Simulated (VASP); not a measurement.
Set up this calculation in VASP 6.6.1, as the native input.

```yaml
Task: relaxation of shape and atoms at fixed volume
Functional: PBE
Potentials_or_basis: VASP PAW PBE potentials, release 64 (Ti)
Cutoff: 300 eV
k_mesh: 8 × 8 × 4
Occupations: methfessel-paxton, width 0.1 eV
Spin: no spin polarisation
Further_INCAR_settings: ALGO = Normal; EDIFF = 1e-07; IBRION = 2; EDIFFG = -0.01; NSW = 40; ISIF = 4
```

The structure of Ti lies in POSCAR:

```
Ti                                      
1.0
    2.9068637066      0.0000000000      0.0000000000
   -1.4534318533      2.5174178153      0.0000000000
    0.0000000000      0.0000000000      4.5756778985
  Ti            
     2
Direct
     0.3333333332999970    0.6666666667000030    0.2500000000000000
     0.6666666667000030    0.3333333332999970    0.7500000000000000
```

The cell isn't the ideal one: a relaxed cell with its volume scaled by 0.98.

The input as run:

INCAR

```
SYSTEM = Ti
ALGO     = Normal         ! electronic algorithm
EDIFF    = 1E-7           ! SCF threshold, eV
EDIFFG   = -0.01          ! ionic threshold
ENCUT    = 300            ! plane-wave cutoff, eV
GGA      = PE             ! functional
IBRION   = 2              ! ionic algorithm
ISIF     = 4              ! what is computed and relaxed
ISMEAR   = 1              ! smearing method
LASPH    = .TRUE.         ! aspherical terms in the spheres
LCHARG   = .FALSE.        ! write CHGCAR
LREAL    = .FALSE.        ! projectors in reciprocal space
LWAVE    = .FALSE.        ! write WAVECAR
NELM     = 80             ! most SCF steps
NSW      = 40             ! ionic steps
PREC     = Accurate       ! precision mode
SIGMA    = 0.1            ! smearing width, eV
```

KPOINTS

```
k-points
0
G
  8 8 4
  0 0 0
```

Potentials or basis: VASP PAW PBE potentials, release 64 (Ti).

Run with:

```bash
$ cat potpaw_PBE.64/Ti/POTCAR > POTCAR
$ mpirun -np 1 vasp_std > vasp.out
```

Results of the run:

The pressure after relaxing is 2.5 GPa. The band gap on the k mesh is none (metal or under the smearing width).

Caveat: the relaxation stopped at its first step, so nothing moved.

It took 2.6 s on 1 thread of Intel(R) Xeon(R) 6975P-C (Granite Rapids), with other jobs on the host, peak memory 0.12 GiB.
